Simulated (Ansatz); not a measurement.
# TaN: rigid cleavage

The calculation used DFT PBEsol, scalar-relativistic, plane waves, PAW (Ansatz 0.2.0). Settings: plane waves to 420 eV, k-mesh 23×23×7 (Γ-centred), Gaussian smearing 0.15 eV. Spin–orbit coupling is left out, which can shift energies with elements as heavy as these. No spin polarisation. Energies are free energies at this smearing, counted from the undisturbed cell; pressure is positive in compression.

Zero of the scan (relaxed at this level; this form isn't the usual structure):

```yaml
crystal:
  lattice:
    - [-2.92399, 0.00000, 0.00000]
    - [-1.46199, -2.53225, 0.00000]
    - [0.00000, 0.00000, 8.61218]
  atoms:
    - { symbol: Ta, position: [0.33333, 0.33333, 0.08332] }
    - { symbol: Ta, position: [0.33333, 0.33333, 0.41665] }
    - { symbol: Ta, position: [0.33333, 0.33333, 0.74998] }
    - { symbol: N, position: [0.00000, 0.00000, 0.91665] }
    - { symbol: N, position: [0.00000, 0.00000, 0.24998] }
    - { symbol: N, position: [0.00000, 0.00000, 0.58332] }
```

The cut lies on the cell's a–b face, a (0 0 1) plane (indices in the standard cell, whose axes needn't be the Cartesian ones shown) of area 7.40 Å², between layers 1.44 Å apart. Vector c is lengthened by d along the normal with the atoms' Cartesian places fixed: one unrelaxed cut a cell. The cell is metallic on the mesh throughout.

| d (Å) | energy (J/m²) | traction dE/dd (GPa) |
| --- | --- | --- |
| -0.30 | ? | ? |
| 0.00 | 0.00 | 0.0 |
| 0.25 | ? | ? |
| 0.50 | 3.04 | 90.4 |
| 1.00 | 7.13 | 64.8 |
| 1.50 | 9.49 | 32.2 |
| 2.00 | 10.59 | 14.0 |
| 3.00 | ? | ? |
| 4.50 | 11.36 | 0.3 |
| 6.00 | 11.39 | 0.1 |

(1) Give the withheld values.

Answers

(1) energy (J/m²) at d (Å) = -0.30: 2.37; traction dE/dd (GPa) at d (Å) = -0.30: -179.0; energy (J/m²) at d (Å) = 0.25: 0.98; traction dE/dd (GPa) at d (Å) = 0.25: 68.7; energy (J/m²) at d (Å) = 3.00: 11.23; traction dE/dd (GPa) at d (Å) = 3.00: 2.2.

Cost: 10 runs of about 17 core-minutes in all, on Arm Neoverse V2 (shared hosts).